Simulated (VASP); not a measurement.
Input of a VASP 6.6.1 run:

File INCAR:

```
  ALGO = Normal
  EDIFF = 1E-6
  EDIFFG = -0.02
  ENCUT = 600
  GGA = CA
  IBRION = 2
  ISIF = 3
  ISMEAR = -1
  LASPH = T
  LCHARG = F
  LREAL = F
  LWAVE = F
  NELM = 100
  NSW = 40
  PREC = Accurate
  SIGMA = 0.05
```

Contents of KPOINTS:

```
k-points
0
Gamma
  9 9 9
```

Contents of POSCAR:

```
BeS
1.0
    0.0000000000      2.4250000000      2.4250000000
    2.4250000000      0.0000000000      2.4250000000
    2.4250000000      2.4250000000      0.0000000000
S Be
1 1
Direct
    0.7500000000      0.7500000000      0.7500000000
    0.0000000000      0.0000000000      0.0000000000
```

Potentials or basis: VASP PAW LDA potentials, release 64 (S, Be).

Command:

```bash
$ cat potpaw_LDA.64/S/POTCAR potpaw_LDA.64/Be/POTCAR > POTCAR
$ mpirun -np 1 vasp_std > vasp.out
```

**Question.** Estimate the space group after relaxing (to 0.05 Å).

**Answer.** F-43m (No. 216).

**Question.** What does it give for the relaxed volume?

**Answer.** 13.80 Å³/atom.

**Question.** What does it give for the relaxed cell?

**Answer.** a = 3.392 Å, b = 3.392 Å, c = 3.392 Å, α = 60.00°, β = 60.00°, γ = 60.00°.

**Question.** Estimate the band gap on the k mesh.

**Answer.** 2.93 eV, indirect (least direct gap 5.53 eV).

Step by step:
| step | energy change (eV) | largest force (eV/Å) | pressure (GPa) | volume (Å³) |
| --- | --- | --- | --- | --- |
| 1 | 0.0000 | 0.0000 | -3.15 | 28.52 |
| 2 | -0.0087 | 0.0000 | 0.84 | 27.38 |
| 3 | -0.0093 | 0.0000 | 0.00 | 27.60 |

Caveat: an odd mesh through Γ misses points on the zone boundary, where band edges often lie.
